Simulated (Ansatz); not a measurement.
# PbS: the order of phases at one pressure

Which of rocksalt, CsCl, zincblende, wurtzite, NiAs has the lowest enthalpy for PbS at one common pressure? Methods of the runs shown: PAW.

Computed with Ansatz 0.2.0 (DFT, PBE, PAW with Ansatz's default frozen-core files, scalar-relativistic, unless a step's input says otherwise).

**1. Starting point**

Symmetry: Fm-3m, No. 225, cubic system. The conventional cell has a = 5.387 Å, b = 5.387 Å, c = 5.387 Å, α = 90.00°, β = 90.00°, γ = 90.00°. Around Pb (site symmetry m-3m) lie 6 S at 2.69 Å. Around S (site symmetry m-3m) lie 6 Pb at 2.69 Å.

Structure file:

```cif
data_structure
_symmetry_space_group_name_H-M 'P 1'
_symmetry_Int_Tables_number 1
_cell_length_a 3.8091
_cell_length_b 3.8091
_cell_length_c 3.8091
_cell_angle_alpha 60.000
_cell_angle_beta 60.000
_cell_angle_gamma 60.000
_cell_volume 39.08
loop_
_atom_site_label
_atom_site_type_symbol
_atom_site_fract_x
_atom_site_fract_y
_atom_site_fract_z
_atom_site_occupancy
Pb1 Pb 0.00000 0.00000 0.00000 1
S1 S 0.50000 0.50000 0.50000 1
```

Atoms are numbered in the order of the input: Pb1, S2.

**2. Cell relaxed at zero pressure, PAW**

input.yaml

```yaml
crystal:
  lattice:
    - [0.0, 2.6934405028, 2.6934405028]
    - [2.6934405028, 0.0, 2.6934405028]
    - [2.6934405028, 2.6934405028, 0.0]
  atoms:
    - { symbol: Pb, position: [0.0, 0.0, 0.0] }
    - { symbol: S, position: [0.5, 0.5, 0.5] }
kpoints:
  mp_grid: { grid: [13, 13, 13] }
scf:
  occupations: { method: fermi_dirac, width: 0.05 }
hamiltonian:
  xc: pbe
  pseudopotentials: { kind: paw }
output:
  forces: true
  stress: true
relax:
  f_tol: 0.005
  max_steps: 40
  cell: {}
```

Command:

```console
$ ansatz run input.yaml --threads 1 --pin off --max-ram 3584MiB --backend cpu --events-out ev --progress --plain --runs-dir out
```

Further steps of the session: Volume scaled by 0.86, to set the pressure, PAW; Rocksalt relaxed under pressure, PAW; CsCl relaxed under pressure, PAW; Zincblende relaxed under pressure, PAW; Wurtzite relaxed under pressure, PAW; NiAs relaxed under pressure, PAW.

Q: Predict the outcome of this session. Wanted: pressure; lowest.

As calculated:

| quantity | value |
| --- | --- |
| pressure | 11 GPa |
| lowest (PAW) | rocksalt, 74.8 meV/atom under NiAs |

In words: By PAW the order is rocksalt < NiAs < CsCl < wurtzite < zincblende. Some starts changed symmetry on relaxing: wurtzite ended as P6_3/mmc. Only these structures were tried, with electrons smeared by 0.05 eV and without vibrations, so the true ground state may be another. The k meshes differ between phases and weren't tested, which can move differences by some meV. Spin-orbit coupling is left out, though the cell holds Pb; in elements this heavy it can shift bands and gaps by tenths of an eV.
